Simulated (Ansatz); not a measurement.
Li₂S built on the antifluorite prototype, relaxed with r2SCAN, was run in the plane-wave code Ansatz under altered settings. All numbers are computed, without spin polarisation but where a row says otherwise.

```
CELL_PARAMETERS angstrom
0.00000 2.84529 2.84529
2.84529 0.00000 2.84529
2.84529 2.84529 0.00000
ATOMIC_POSITIONS crystal
S 0.00000 0.00000 0.00000
Li 0.25000 0.25000 0.25000
Li 0.75000 0.75000 0.75000
```

The base run's other keys:
```yaml
kpoints:
  mp_grid: { grid: [4, 4, 4] }
hamiltonian:
  xc: hse06
scf:
  occupations: { method: fixed }
  n_extra_bands: 4
```

It takes 10 iterations with 893 plane waves at 420 eV and 8 k points, and leaves a mean stress of -0.35 GPa. The gap over this mesh is 4.336 eV. It ran on 4 threads of Arm Neoverse N1, with other jobs on the host.

Outcomes, with energy and stress as changes against the base:

| setting | outcome | ΔF (meV/atom) | Δ mean stress (GPa) | gap on the mesh (eV) | iterations | wall time |
| --- | --- | --- | --- | --- | --- | --- |
| PBE hybrid, exx coeff 0.2, omega 0.1 1/Å | converged | – | +0.1 | 4.398 | 10 | 4.7 s |
| PBE hybrid, exx coeff 0.4, omega 0.3 1/Å | converged | – | -0.3 | 4.599 | 12 | 5 s |
| PBE hybrid, exx coeff 0.1, omega 0.1 1/Å | converged | – | +0.4 | 3.887 | 9 | 4.6 s |
| PBE hybrid, exx coeff 0.75, unscreened | converged | – | -1.4 | 8.446 | 14 | 5.4 s |
| scf.exx.max_outer_iter: 1 | refused | – | – | – | – | 0.56 s |
| scf.mixing.beta: 1.0 | converged | 0.0 | 0.0 | 4.336 | 10 | 4.7 s |

A dash marks a value that wasn't obtained or can't be compared. Stress is positive in compression. The base took 4.7 s.

- PBE hybrid, exx coeff 0.2, omega 0.1 1/Å. That is 20 % exact exchange, screened with ω = 0.1 1/Å, against HSE06's 25 % screened at 0.208 1/Å. The mean stress moves by +0.1 GPa and the gap on the mesh by +0.062 eV (to 4.398). Totals of different functionals aren't comparable. The program warns that on this mesh the truncation of the exchange isn't bounded, so part of the change can be an error of the mesh.
- PBE hybrid, exx coeff 0.4, omega 0.3 1/Å. That is 40 % exact exchange, screened with ω = 0.3 1/Å, against HSE06's 25 % screened at 0.208 1/Å. The mean stress moves by -0.3 GPa and the gap on the mesh by +0.262 eV (to 4.599). Totals of different functionals aren't comparable.
- PBE hybrid, exx coeff 0.1, omega 0.1 1/Å. That is 10 % exact exchange, screened with ω = 0.1 1/Å, against HSE06's 25 % screened at 0.208 1/Å. The mean stress moves by +0.4 GPa and the gap on the mesh by -0.449 eV (to 3.887). Totals of different functionals aren't comparable. The program warns that on this mesh the truncation of the exchange isn't bounded, so part of the change can be an error of the mesh.
- PBE hybrid, exx coeff 0.75, unscreened. That is 75 % exact exchange, at all ranges, against HSE06's 25 % screened at 0.208 1/Å. The mean stress moves by -1.4 GPa and the gap on the mesh by +4.110 eV (to 8.446). Totals of different functionals aren't comparable.
- scf.exx.max_outer_iter: 1. The program doesn't start. Error: invalid value for `scf.exx.max_outer_iter`: an exchange loop that starts behind the semilocal warm-up accepts no state before cycle 2, and this deck runs one: type 2 or more, or drop the key

Within 1 meV an atom, 0.1 GPa and 0.005 eV of the base stay: scf.mixing.beta: 1.0.

The stress of a hybrid is loosely converged in these runs.

The meshes of the hybrids are coarse, so their gaps aren't converged to the digits shown.
